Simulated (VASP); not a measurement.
# P (Im-3m) in VASP: further runs

Runs on P. Level: PBE. Tasks: single point, relaxation of cell and atoms.

Everything below comes from runs of VASP 6.6.1. Logs are shortened: lines on timing, memory, paths and dates and some standing lists are left out, and cuts for length are marked.

## Step 1: Starting point

It takes space group Im-3m (No. 229, cubic). Conventional cell: a = 6.053 Å, b = 6.053 Å, c = 6.053 Å, α = 90.00°, β = 90.00°, γ = 90.00°. Around P (site symmetry -4m2) lie 4 P at 2.14 Å.

The cell was built by a generator and needn't be a form met in nature.

## Step 2: Single point, PBE

Input file INCAR:

```
ALGO = Fast
EDIFF = 1E-7
ENCUT = 520
GGA = PE
ISIF = 2
ISMEAR = 0
LASPH = True
LCHARG = False
LREAL = False
LWAVE = False
NBANDS = 24
NELM = 100
PREC = Accurate
SIGMA = 0.1
```

Input file KPOINTS:

```
k-points
0
Gamma
  4 4 4
```

Input file POSCAR:

```
P
1.0
   -3.0264170200      3.0264170200      3.0264170200
    3.0264170200     -3.0264170200      3.0264170200
    3.0264170200      3.0264170200     -3.0264170200
P
6
Direct
    0.7500000000      0.2500000000      0.5000000000
    0.2500000000      0.7500000000      0.5000000000
    0.5000000000      0.2500000000      0.7500000000
    0.7500000000      0.5000000000      0.2500000000
    0.5000000000      0.7500000000      0.2500000000
    0.2500000000      0.5000000000      0.7500000000
```

Potentials or basis: VASP PAW PBE potentials, release 64 (P).

Started as:

```
> cat potpaw_PBE.64/P/POTCAR > POTCAR
> mpirun -np 1 vasp_std > vasp.out
```

OUTCAR:

```text
EDIFF = 1E-7
   ENCUT = 520
   GGA = PE
   ISIF = 2
   ISMEAR = 0
   LASPH = True
   LREAL = False
   NELM = 100
   PREC = Accurate

 ion  position               nearest neighbor table
   1  0.750  0.250  0.500-   6 2.14   5 2.14   3 2.14   4 2.14
   2  0.250  0.750  0.500-   3 2.14   4 2.14   6 2.14   5 2.14
   3  0.500  0.250  0.750-   2 2.14   4 2.14   6 2.14   1 2.14
   4  0.750  0.500  0.250-   2 2.14   1 2.14   5 2.14   3 2.14
   5  0.500  0.750  0.250-   1 2.14   2 2.14   4 2.14   6 2.14
   6  0.250  0.500  0.750-   1 2.14   3 2.14   5 2.14   2 2.14

  LATTYP: Found a body centered cubic cell.
 ALAT       =     6.0528340400

  Lattice vectors:

 A1 = (  -3.0264170200,   3.0264170200,   3.0264170200)
 A2 = (   3.0264170200,  -3.0264170200,   3.0264170200)
 A3 = (   3.0264170200,   3.0264170200,  -3.0264170200)

Analysis of symmetry for initial positions (statically):
=====================================================================
 Subroutine PRICEL returns:
 Original cell was already a primitive cell.

 Routine SETGRP: Setting up the symmetry group for a
 body centered cubic supercell.

 Subroutine GETGRP returns: Found 48 space group operations
 (whereof 48 operations were pure point group operations)
 out of a pool of 48 trial point group operations.

The static configuration has the point symmetry O_h .

Analysis of symmetry for dynamics (positions and initial velocities):
=====================================================================
 Subroutine PRICEL returns:
 Original cell was already a primitive cell.

 Routine SETGRP: Setting up the symmetry group for a
 body centered cubic supercell.

 Subroutine GETGRP returns: Found 48 space group operations
 (whereof 48 operations were pure point group operations)
 out of a pool of 48 trial point group operations.

The dynamic configuration has the point symmetry O_h .

 Subroutine INISYM returns: Found 48 space group operations
 (whereof 48 operations are pure point group operations),
 and found     1 'primitive' translations

----------------------------------------------------------------------------------------

                                     Primitive cell

  volume of cell :     110.8782

  direct lattice vectors                    reciprocal lattice vectors
    -3.026417020  3.026417020  3.026417020     0.000000000  0.165211865  0.165211865
     3.026417020 -3.026417020  3.026417020     0.165211865  0.000000000  0.165211865
     3.026417020  3.026417020 -3.026417020     0.165211865  0.165211865  0.000000000

  length of vectors
     5.241908044  5.241908044  5.241908044     0.233644860  0.233644860  0.233644860

  position of ions in fractional coordinates (direct lattice)
     0.750000000  0.250000000  0.500000000
     0.250000000  0.750000000  0.500000000
     0.500000000  0.250000000  0.750000000
     0.750000000  0.500000000  0.250000000
     0.500000000  0.750000000  0.250000000
     0.250000000  0.500000000  0.750000000

  ion indices of the primitive-cell ions
   primitive index   ion index
                 1           1
                 2           2
                 3           3
                 4           4
                 5           5
                 6           6

----------------------------------------------------------------------------------------

 KPOINTS: k-points

Automatic generation of k-mesh.
 Grid dimensions read from file:
 generate k-points for:    4    4    4

 Generating k-lattice:

  Cartesian coordinates                     Fractional coordinates (reciprocal lattice)
     0.000000000  0.041302966  0.041302966     0.250000000  0.000000000  0.000000000
     0.041302966  0.000000000  0.041302966     0.000000000  0.250000000  0.000000000
     0.041302966  0.041302966  0.000000000     0.000000000  0.000000000  0.250000000

  Length of vectors
     0.058411215  0.058411215  0.058411215

  Shift w.r.t. Gamma in fractional coordinates (k-lattice)
     0.000000000  0.000000000  0.000000000

 Subroutine IBZKPT returns following result:
 ===========================================

 Found      8 irreducible k-points:

 Following reciprocal coordinates:
            Coordinates               Weight
  0.000000  0.000000  0.000000      1.000000
  0.250000  0.000000  0.000000     12.000000
  0.500000  0.000000  0.000000      6.000000
  0.250000  0.250000  0.000000     24.000000
  0.250000  0.250000  0.250000      2.000000
 -0.250000  0.250000  0.250000      6.000000
  0.500000  0.500000  0.250000     12.000000
  0.500000  0.500000  0.500000      1.000000
   k-points           NKPTS =      8   k-points in BZ     NKDIM =      8   number of bands    NBANDS=     24
   number of dos      NEDOS =    301   number of ions     NIONS =      6
   total plane-waves  NPLWV =  64000
   dimension x,y,z NGX =    40 NGY =   40 NGZ =   40
   dimension x,y,z NGXF=    80 NGYF=   80 NGZF=   80
   ions per type =               6
   NGX,Y,Z   is equivalent  to a cutoff of  12.69, 12.69, 12.69 a.u.
   NGXF,Y,Z  is equivalent  to a cutoff of  25.37, 25.37, 25.37 a.u.
 SYSTEM =  unknown system
   PREC   = accura    normal or accurate (medium, high low for compatibility)
   ISTART =      0    job   : 0-new  1-cont  2-samecut
   ICHARG =      2    charge: 1-file 2-atom 10-const
   ISPIN  =      1    spin polarized calculation?
   LNONCOLLINEAR =      F non collinear calculations
   LSORBIT =      F    spin-orbit coupling
   LASPH  =      T    aspherical Exc in radial PAW
   ENCUT  =  520.0 eV  38.22 Ry    6.18 a.u.   9.75  9.75  9.75*2*pi/ulx,y,z
   NELM   =    100;   NELMIN=  2; NELMDL= -5     # of ELM steps
   EDIFF  = 0.1E-06   stopping-criterion for ELM
   LREAL  =      F    real-space projection
   EDIFFG = 0.1E-05   stopping-criterion for IOM
   NSW    =      0    number of steps for IOM
   IBRION =     -1    ionic relax: 0-MD 1-quasi-New 2-CG
   NFREE  =      0    steps in history (QN), initial steepest desc. (CG)
   ISIF   =      2    stress and relaxation
   ISYM   =      2    0-nonsym 1-usesym 2-fastsym
   POTIM  = 0.5000    time-step for ionic-motion
   TEBEG  =    0.0;   TEEND  =   0.0 temperature during run
   PSTRESS=    0.0 pullay stress
   NELECT =      30.0000    total number of electrons
   NUPDOWN=      -1.0000    fix difference up-down
   EMIN   =  10.00;   EMAX   =-10.00  energy-range for DOS
   EFERMI =   0.00;   METHOD = LEGACY
   ISMEAR =     0;   SIGMA  =   0.10  broadening in eV -4-tet -1-fermi 0-gaus
   EFERMI_NEDOS =   21; number of points for ismear=-14 and -15
   IALGO  =     68    algorithm
   IMIX   =      4    mixing-type and parameters
     AMIX     =   0.40;   BMIX     =  1.00
     AMIX_MAG =   1.60;   BMIX_MAG =  1.00
  volume/ion in A,a.u.               =      18.48       124.71
  Fermi-wavevector in a.u.,A,eV,Ry     =   1.058847  2.000930 15.254262  1.121157
  Thomas-Fermi vector in A             =   2.194171
   LORBIT       =      0    0 simple, 1 ext, 2 COOP (PROOUT), +10 PAW based schemes
   GGA     = PE    functional components
   LHFCALC =     F    Hartree Fock is set to
   AEXX    =    0.0000 exact exchange contribution
   IVDW    =     0    specifies the selected vdW correction
   LEPSILON=     F    determine dielectric tensor
   LRPA    =     F    only Hartree local field effects (RPA)
 non-spin polarized calculation
 RMM-DIIS sequential band-by-band and
 Gauss-broadening in eV      SIGMA  =   0.10
  energy-cutoff  :      520.00
  volume of cell :      110.88
 maximum number of plane-waves:      3043
 NGX is ok and might be reduce to    40
   NGX = 19   NGY = 19   NGZ = 19

 number of electron      30.0000003 magnetization

 Free energy of the ion-electron system (eV)
  ---------------------------------------------------
  ext. energy  EPLUGINS =         0.00000000
  ---------------------------------------------------
  free energy    TOTEN  =       -27.76678759 eV

  energy without entropy =      -27.76014386  energy(sigma->0) =      -27.76346573

 E-fermi :   7.2457     XC(G=0):  -9.5861

 val. band max:        7.2299600792   @ k =   0.5000   0.0000   0.0000
 cond. band min:       7.5469765027   @ k =  -0.2500   0.2500   0.2500
 fundamental gap:      0.3170164235
 Fermi energy:         7.2457109741

 k-point     1 :       0.0000    0.0000    0.0000
  band No.  band energies     occupation
      1     -10.4229      2.00000
      2      -5.0705      2.00000
      3      -5.0705      2.00000
      4      -5.0075      2.00000
      5      -5.0075      2.00000
      6      -5.0075      2.00000
[... 16 lines left out ...]
     23      13.1193      0.00000
     24      13.1251      0.00000

 k-point     2 :       0.2500    0.0000    0.0000
  band No.  band energies     occupation
      1     -10.0662      2.00000
      2      -7.1181      2.00000
      3      -6.0253      2.00000
      4      -5.1587      2.00000
      5      -3.5736      2.00000
      6      -2.9040      2.00000
[... 16 lines left out ...]
     23      12.5711      0.00000
     24      12.7489      0.00000

 k-point     3 :       0.5000    0.0000    0.0000
  band No.  band energies     occupation
      1      -9.3309      2.00000
      2      -8.4639      2.00000
      3      -6.3682      2.00000
      4      -5.2941      2.00000
      5      -2.4341      2.00000
      6      -1.5089      2.00000
[... 16 lines left out ...]
     23      12.8925      0.00000
     24      12.9740      0.00000

 k-point     4 :       0.2500    0.2500    0.0000
  band No.  band energies     occupation
      1      -9.4061      2.00000
      2      -8.1693      2.00000
      3      -7.0117      2.00000
      4      -4.2855      2.00000
      5      -3.4421      2.00000
      6      -1.1222      2.00000
[... 16 lines left out ...]
     23      11.1697      0.00000
     24      11.9486      0.00000

 k-point     5 :       0.2500    0.2500    0.2500
  band No.  band energies     occupation
      1      -8.4527      2.00000
      2      -8.4527      2.00000
      3      -8.4527      2.00000
      4      -2.3738      2.00000
      5      -2.3738      2.00000
      6      -2.3738      2.00000
[... 16 lines left out ...]
     23      12.1986      0.00000
     24      12.1986      0.00000

 k-point     6 :      -0.2500    0.2500    0.2500
  band No.  band energies     occupation
      1      -9.7392      2.00000
      2      -7.7604      2.00000
      3      -5.3276      2.00000
      4      -5.3276      2.00000
      5      -5.1998      2.00000
      6      -0.9778      2.00000
[... 16 lines left out ...]
     23      11.3641      0.00000
     24      11.9456      0.00000

 k-point     7 :       0.5000    0.5000    0.2500
  band No.  band energies     occupation
      1      -9.0578      2.00000
      2      -8.5814      2.00000
      3      -6.0413      2.00000
      4      -5.4765      2.00000
      5      -4.5076      2.00000
      6      -2.0332      2.00000
[... 16 lines left out ...]
     23      10.2753      0.00000
     24      11.6965      0.00000

 k-point     8 :       0.5000    0.5000    0.5000
  band No.  band energies     occupation
      1      -8.6838      2.00000
      2      -8.6838      2.00000
      3      -5.6353      2.00000
      4      -5.6353      2.00000
      5      -5.6353      2.00000
      6      -2.9157      2.00000
[... 16 lines left out ...]
     23       9.7679      0.00000
     24      11.7567      0.00000

------------------------ aborting loop because EDIFF is reached ----------------------------------------

  FORCE on cell =-STRESS in cart. coord.  units (eV):
  Direction    XX          YY          ZZ          XY          YZ          ZX
  --------------------------------------------------------------------------------------
  -------------------------------------------------------------------------------------
  Total        9.9770760      9.9770760      9.9770760      0.0000000      0.0000000     -0.0000000
  in kB      144.1675638    144.1675638    144.1675638      0.0000000      0.0000000     -0.0000000
  external PRESSURE =     144.1675638 kB  Pullay stress =       0.0000000 kB

 VOLUME and BASIS-vectors are now :
 -----------------------------------------------------------------------------
  energy-cutoff  :      520.00
  volume of cell :      110.88
      direct lattice vectors                 reciprocal lattice vectors
    -3.026417020  3.026417020  3.026417020     0.000000000  0.165211865  0.165211865
     3.026417020 -3.026417020  3.026417020     0.165211865  0.000000000  0.165211865
     3.026417020  3.026417020 -3.026417020     0.165211865  0.165211865  0.000000000

 POSITION                                       TOTAL-FORCE (eV/Angst)
 -----------------------------------------------------------------------------------
      0.00000      3.02642      1.51321        -0.000000      0.000000      0.000000
      3.02642      0.00000      1.51321         0.000000     -0.000000      0.000000
      1.51321      3.02642      0.00000         0.000000     -0.000000     -0.000000
      0.00000      1.51321      3.02642         0.000000     -0.000000     -0.000000
      1.51321      0.00000      3.02642         0.000000      0.000000     -0.000000
      3.02642      1.51321      0.00000        -0.000000     -0.000000      0.000000
 -----------------------------------------------------------------------------------
    total drift:                                0.000000      0.000000      0.000000

  FREE ENERGIE OF THE ION-ELECTRON SYSTEM (eV)
  ---------------------------------------------------
  free  energy   TOTEN  =       -27.7667875880 eV

  energy  without entropy=      -27.7601438644  energy(sigma->0) =      -27.76346573
```

Wall time 18 s (1 thread of Intel Xeon 6975P-C (Granite Rapids), shared host); peak memory 0.22 GiB.

What came out:

```yaml
Free_energy: -27.7668 eV
Pressure: 14.4 GPa
Band_gap_on_the_k_mesh: none (metal or under the smearing width)
```

Caveat: the k mesh is coarse (spacing up to 0.37 Å⁻¹), so the values aren't converged.

[end of part 1 of 2]
